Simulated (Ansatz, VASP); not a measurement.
Given: the input of a run of VASP 6.6.1 on Zr.

Contents of INCAR:

```
ALGO = Normal ; EDIFF = 1E-7
ENCUT = 520 ; GGA = PE
ISIF = 2 ; ISMEAR = -1
LASPH = True ; LCHARG = False
LREAL = False ; LWAVE = False
NBANDS = 12 ; NELM = 100
PREC = Accurate ; SIGMA = 0.05
```

Contents of KPOINTS:

```
k-points
0
Gamma
  10 10 10
```

File POSCAR:

```
Zr
1.0
    0.0000000000      2.2245232910      2.2245232910
    2.2245232910      0.0000000000      2.2245232910
    2.2245232910      2.2245232910      0.0000000000
Zr
1
Direct
    0.0000000000      0.0000000000      0.0000000000
```

Potentials or basis: VASP PAW PBE potentials, release 64 (Zr_sv).

The run is started by

```bash
$ cat potpaw_PBE.64/Zr_sv/POTCAR > POTCAR
$ mpirun -np 1 vasp_std > vasp.out
```

Question: Set up the same calculation for Ansatz 0.2.0. Potentials there: all-electron LAPW, scalar-relativistic.

Answer: As run (the cutoff follows the program's own potentials):

File input.yaml:

```yaml
crystal:
  lattice:
    - [0.0, 2.224523291, 2.224523291]
    - [2.224523291, 0.0, 2.224523291]
    - [2.224523291, 2.224523291, 0.0]
  atoms:
    - { symbol: Zr, position: [0.0, 0.0, 0.0] }
kpoints:
  mp_grid: { grid: [10, 10, 10] }
scf:
  occupations: { method: fermi_dirac, width: 0.05 }
hamiltonian:
  xc: pbe
  pseudopotentials: { kind: all_electron, lapw: { basis_error: 0.0005 } }
output:
  forces: true
  stress: true
  eigenvalues: true
```

Potentials or basis: all-electron LAPW, scalar-relativistic.

Run with:

```console
$ ansatz run input.yaml --threads 1 --pin off --max-ram 2560MiB --backend cpu --events-out ev --progress --plain --runs-dir out
```

Both were run:

|  | VASP | Ansatz | Ansatz less VASP |
| --- | --- | --- | --- |
| gap on the k mesh at the Fermi level (eV) | none | none | - |
| pressure (GPa) | 5.3 | 5.3 | 0.00 |

A gap of «none» marks a metal or a gap that the smearing closes. Ansatz ran all-electron here, so the differences hold the error of VASP's frozen core and of both bases.
